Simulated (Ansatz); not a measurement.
The system is AlRu.

```
Ru Al
1.0
     2.99160    0.00000    0.00000
     0.00000    2.99160    0.00000
     0.00000    0.00000    2.99160
Ru Al
1 1
Direct
  0.50000 0.50000 0.50000
  0.00000 0.00000 0.00000
```

```yaml
Program: Ansatz 0.2.0
Task: relaxation of cell and atoms
Functional: RPBE
Dispersion: D4
Potentials_or_basis: Ansatz PAW
Cutoff: "420 eV (not typed: the program's choice for these potentials)"
k_mesh: 9 × 9 × 9
Occupations: fermi-dirac, width 0.05 eV
Spin: no spin polarisation
```

At the start: volume 13.39 Å³/atom.

Question: How do energy, volume and symmetry change on relaxing?

Answer: It ends after 4 steps and the volume is 13.12 Å³/atom (-2.0 %); space group Pm-3m (No. 221, to 0.05 Å).

Step by step:
| step | energy change (eV) | largest force (eV/Å) | volume (Å³) |
| --- | --- | --- | --- |
| 1 | 0.0000 | 0.0000 | 26.77 |
| 2 | -0.0071 | 0.0000 | 26.11 |
| 3 | -0.0074 | 0.0000 | 26.24 |
| 4 | -0.0072 | 0.0000 | 26.24 |

Final structure:
```
Ru Al
1.0
     2.97171    0.00000    0.00000
     0.00000    2.97171    0.00000
     0.00000    0.00000    2.97171
Ru Al
1 1
Cartesian
  1.4859 1.4859 1.4859
  0.0000 0.0000 0.0000
```

Caveat: the plane-wave basis is chosen anew once the cell has moved, so the energies of steps on either side of that aren't comparable; pairwise dispersion overbinds metals, which lowers pressure and volume; the PAW data sets come from PBE, with cores solved anew for the run's functional, which leaves a small shift of forces and pressure.
